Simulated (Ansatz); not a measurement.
## TiAl in Ansatz: the effect of functional

Crystal: TiAl.

```
CELL_PARAMETERS angstrom
3.15773 0.00000 0.00000
0.00000 3.15773 0.00000
0.00000 0.00000 3.15773
ATOMIC_POSITIONS crystal
Ti 0.00000 0.00000 0.00000
Al 0.50000 0.50000 0.50000
```

The cell comes from a database or a generator and needn't be the stable form of this composition.

The cell isn't the ideal one: volume scaled by 0.98.

Alike in all runs:

| Item | Value |
| --- | --- |
| Program | Ansatz 0.2.0 |
| Task | single point |
| Potentials or basis | Ansatz PAW |
| k mesh | 8 × 8 × 8 |
| Occupations | fermi-dirac, width 0.05 eV |
| Spin | no spin polarisation |

```tsv
functional	cutoff	pressure (GPa)
LDA	420 eV (not typed: the program's choice for these potentials)	-3.7
PBEsol	420 eV (not typed: the program's choice for these potentials)	-0.1
r2SCAN	500 eV (not typed: the program's choice for these potentials)	?
```

Problem. What does the run with functional r2SCAN give?

Solution. Pressure 1.8 GPa.

Caveats: the PAW data sets come from PBE, with cores solved anew for the run's functional, which leaves a small shift of forces and pressure.
